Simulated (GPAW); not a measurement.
A calculation with GPAW 26.7.0 of Pb (native input, Cartesian positions):

The input run.py:

```python
from ase.io import read
from gpaw import PW
from gpaw.dft import DFT

atoms = read('Pb.xyz')

dft = DFT(atoms,
          mode=PW(600),
          xc='PBE',
          kpts={'size': (9, 9, 5), 'gamma': True},
          occupations={'name': 'fermi-dirac', 'width': 0.05},
          nbands=24,
          convergence={'density': 1e-05, 'energy': 1e-05},
          maxiter=150,
          txt='gpaw.txt')
print(f'Energy: {dft.calculate_energy():.6f} eV')
print('Forces (eV/A):')
print(dft.calculate_forces().round(4))
print('Stress (eV/A^3):', dft.calculate_stress().round(6))
dft.write_gpw_file('gs.gpw')
```

The input Pb.xyz:

```xyz
2
Lattice="3.4800000000 0.0000000000 0.0000000000 -1.7400000000 3.0137684052 0.0000000000 0.0000000000 0.0000000000 5.5900000000" Properties=species:S:1:pos:R:3 pbc="T T T"
Pb     1.7400000002      1.0045894683      4.1925000000
Pb    -0.0000000002      2.0091789369      1.3975000000
```

Potentials or basis: GPAW PAW data sets (gpaw-data 1.2.1), pw.

The run is started by

```bash
$ OMP_NUM_THREADS=1 python run.py
```

This isn't the form of Pb at room conditions, which is fcc.

Problem. Write the same calculation in another form: ASE script, structure typed inline.

Solution. As run:

File run.py:

```python
from ase import Atoms
from ase.dft.bandgap import bandgap
from ase.io import write
from ase.units import Bohr, GPa
from gpaw import GPAW, PW
from gpaw.elf import elf_from_dft_calculation

atoms = Atoms(['Pb', 'Pb'],
              cell=[[3.48, 0.0, 0.0],
                    [-1.74, 3.0137684052, 0.0],
                    [0.0, 0.0, 5.59]],
              scaled_positions=[[0.6666666667, 0.3333333333, 0.75],
                                [0.3333333333, 0.6666666667, 0.25]],
              pbc=True)

calc = GPAW(mode=PW(600),
            xc='PBE',
            kpts={'size': (9, 9, 5), 'gamma': True},
            occupations={'name': 'fermi-dirac', 'width': 0.05},
            nbands=24,
            convergence={'density': 1e-05, 'energy': 1e-05},
            maxiter=150,
            txt='gpaw.txt')
atoms.calc = calc
energy = atoms.get_potential_energy()
forces = atoms.get_forces()
stress = atoms.get_stress()
calc.write('gs.gpw')
write('result.traj', atoms)
print(f'Energy: {energy:.6f} eV')
print('Forces (eV/A):')
print(forces.round(4))
print('Stress (GPa):', (stress / GPa).round(3))
print('Fermi level:', round(calc.get_fermi_level(), 4), 'eV')
print(f'Gap: {bandgap(calc)[0]:.4f} eV, direct: {bandgap(calc, direct=True)[0]:.4f} eV')

# fields on the real-space grid
write('density.cube', atoms, data=calc.get_pseudo_density() * Bohr**3)
write('potential.cube', atoms, data=calc.get_electrostatic_potential())
write('elf.cube', atoms, data=elf_from_dft_calculation(calc).data)
```

Potentials or basis: GPAW PAW data sets (gpaw-data 1.2.1), pw.

Launch:

```bash
$ OMP_NUM_THREADS=1 python run.py
```

Both were run:

|  | native input, Cartesian positions | ASE script, structure typed inline |
| --- | --- | --- |
| Pressure | 3.8 GPa | 3.8 GPa |
| Band gap on the k mesh | none (metal or under the smearing width) | none (metal or under the smearing width) |

Keys that steer only the numerical path or the files written may differ.
